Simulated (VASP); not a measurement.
GaN:

```
Ga N
1.0
     0.00000    2.24755    2.24755
     2.24755    0.00000    2.24755
     2.24755    2.24755    0.00000
Ga N
1 1
Direct
  0.00000 0.00000 0.00000
  0.75000 0.75000 0.75000
```

The cell is a database's computed one.

Program: VASP 6.6.1. Alike in all runs: task band structure; potentials or basis VASP PAW PBE potentials, release 64 (Ga_d, N); cell as given; cutoff (eV) 520; smearing gaussian 0.03 eV. Hardware: 1 thread of Intel(R) Xeon(R) 6975P-C (Granite Rapids) (shared host).

Question: Order these runs on this cell by their wall time, lowest first.
A. level TB-mBJ; spin SOC, no magnetisation; k mesh 8 × 8 × 8
B. level PBEsol; spin off; k mesh 10 × 10 × 10
C. level TB-mBJ; spin off; k mesh 10 × 10 × 10

Answer: B (17 s), C (58 s), A (210 s).
